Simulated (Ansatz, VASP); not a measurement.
## Se in VASP and in Ansatz

Contents of POSCAR:

```
Se
1.0
    1.3942694300     -4.0390027650      0.0000000000
    1.3942694300      4.0390027650      0.0000000000
    0.0000000000      0.0000000000      4.6134314000
Se
2
Direct
    0.9356553200      0.0643446800      0.2500000000
    0.0643446800      0.9356553200      0.7500000000
```

File INCAR.step1:

```
SYSTEM = Se
PREC = Accurate ; ENCUT = 520
ISMEAR = 0 ; SIGMA = 0.1
LREAL = .FALSE. ; LASPH = .TRUE.
NELM = 60 ; NBANDS = 13
GGA = PE ; ALGO = Normal
EDIFF = 1E-4 ; LWAVE = .TRUE.
LCHARG = .FALSE.
```

INCAR.step2

```
SYSTEM = Se
PREC = Accurate ; ENCUT = 520
EDIFF = 1E-6 ; ISMEAR = 0
SIGMA = 0.1 ; LREAL = .FALSE.
LASPH = .TRUE. ; NELM = 60
ALGO = Normal ; ISIF = 2
LWAVE = .FALSE. ; LCHARG = .FALSE.
METAGGA = R2SCAN ; LMIXTAU = .TRUE.
NBANDS = 13 ; ISTART = 1
```

The input KPOINTS:

```
regular mesh
0
G
  3 3 2
  0 0 0
```

Input for Ansatz:

```yaml
crystal:
  lattice:
    - [1.39426943, -4.039002765, 0.0]
    - [1.39426943, 4.039002765, 0.0]
    - [0.0, 0.0, 4.6134314]
  atoms:
    - { symbol: Se, position: [0.93565532, 0.06434468, 0.25] }
    - { symbol: Se, position: [0.06434468, 0.93565532, 0.75] }
basis:
  ecutwfc: 500
kpoints:
  mp_grid: { grid: [3, 3, 2] }
hamiltonian:
  xc: r2scan
scf:
  occupations: { method: gaussian, width: 0.1 }
output:
  forces: true
  stress: true
  eigenvalues: true
```

Alike in both runs: task single point; functional r2SCAN; k mesh 3 × 3 × 2; occupations gaussian, width 0.1 eV; no spin polarisation.

```csv
,VASP,Ansatz
version,VASP 6.6.1,Ansatz 0.2.0
potentials or method,"VASP PAW PBE potentials, release 64 (Se)","scalar-relativistic, plane waves, PAW"
plane-wave cutoff (eV),520,500
valence electrons in the cell,12,32
```

Ansatz gave:

| Property | Result |
| --- | --- |
| gap on the k mesh at the Fermi level (eV) | none |
| pressure (GPa) | -1.2 |
| largest component of the traceless stress (GPa) | 9.56 |
| rms of the force components (eV/Å) | 0.672 |

Question: What did VASP give for the same quantities?

Answer: gap on the k mesh at the Fermi level (eV): none; pressure (GPa): -1.3; largest component of the traceless stress (GPa): 9.60; rms of the force components (eV/Å): 0.676.

Atom by atom the forces differ by 0.004 eV/Å (rms over components). A gap of «none» marks a metal or a gap that the smearing closes. The two sets of potentials don't hold the same shells in valence.

Caveats: the k mesh is coarse (spacing up to 0.79 Å⁻¹), so the values aren't converged; the PAW data sets were made with another functional, which shifts forces and pressure a little (VASP).
